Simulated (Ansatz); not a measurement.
# KZnF3: the band gap up the ladder of functionals

The task here is to estimate one member of a computed series from the others.

The runs shown are made with Ansatz 0.2.0. PAW datasets, plane waves. Computed at 0 K without zero-point motion; spin polarisation is off.

## The structure to begin with

The cell was relaxed beforehand with r2SCAN.

The symmetry is Pm-3m (No. 221, cubic); a = 4.046 Å in the conventional setting, 13.25 Å³ an atom. Around K lie 12 F at 2.86 Å; around Zn lie 6 F at 2.02 Å; around F lie 2 Zn at 2.02 Å and 4 K at 2.86 Å.

Coordinates:

```
CELL_PARAMETERS angstrom
4.04617 0.00000 0.00000
0.00000 4.04617 0.00000
0.00000 0.00000 4.04617
ATOMIC_POSITIONS crystal
K 0.00000 0.00000 0.00000
Zn 0.50000 0.50000 0.50000
F 0.50000 0.50000 0.00000
F 0.00000 0.50000 0.50000
F 0.50000 0.00000 0.50000
```

Set-up of the first run:

The input, input.yaml:

```yaml
crystal:
  lattice:
    - [4.046168013, 0.0, 0.0]
    - [0.0, 4.046168013, 0.0]
    - [0.0, 0.0, 4.046168013]
  atoms:
    - { symbol: K, position: [0.0, 0.0, 0.0] }
    - { symbol: Zn, position: [0.5, 0.5, 0.5] }
    - { symbol: F, position: [0.5, 0.5, 0.0] }
    - { symbol: F, position: [0.0, 0.5, 0.5] }
    - { symbol: F, position: [0.5, 0.0, 0.5] }
kpoints:
  mp_grid: { grid: [6, 6, 6] }
  band_path:
    path:
      - [[0.0, 0.0, 0.0], [3.929684639812e-51, 0.5, -1.586628746181e-35], [0.5, 0.5, -1.586628746181e-34], [0.0, 0.0, 0.0], [0.5, 0.5, 0.5], [3.929684639812e-51, 0.5, -1.586628746181e-35]]
      - [[0.5, 0.5, 0.5], [0.5, 0.5, -1.586628746181e-34]]
    npoints: 10
hamiltonian:
  xc: pbe
scf:
  occupations: { method: fermi_dirac, width: 0.02 }
  n_extra_bands: 5
output:
  forces: true
  stress: true
  eigenvalues: true
```

Command:

```sh
ansatz run input.yaml --threads 2 --pin off --max-ram 29491MiB --backend cpu --events-out ev --progress --plain --runs-dir out
```

Steps of the session up to this table: PBE band path; r2SCAN at the same geometry; HSE06; Single point with PBE0; Single point with LDA; Single point with DDH-PBE0; Hartree-Fock.

One table of the session follows, with a row left open; its other results are not shown here.

```
       level  gap (eV)
         PBE      3.87
      r2SCAN      4.64
       HSE06      6.36
        PBE0      7.11
         LDA      3.64
    DDH-PBE0         ?
Hartree-Fock     17.22
```

Estimate the missing values for DDH-PBE0.

**Answer.** gap (eV): 9.33. In the column «gap (eV)» it lies between PBE0 (7.11) and Hartree-Fock (17.22).

Meshes: PBE 6×6×6, r2SCAN 6×6×6, HSE06 4×4×4, PBE0 4×4×4, LDA 6×6×6, DDH-PBE0 4×4×4, Hartree-Fock 4×4×4

What this shows: The gap runs from 3.64 eV (LDA) to 17.22 eV (Hartree-Fock). Against HSE06, PBE is short by 2.49 eV, at 61 % of it, and r2SCAN 73 %. PBE0 lies 0.75 eV above HSE06, which differs from it by screening the long-range exchange.

Limits of these values: Warnings in the runs' records: stress scf threshold loose, stress exchange threshold loose.
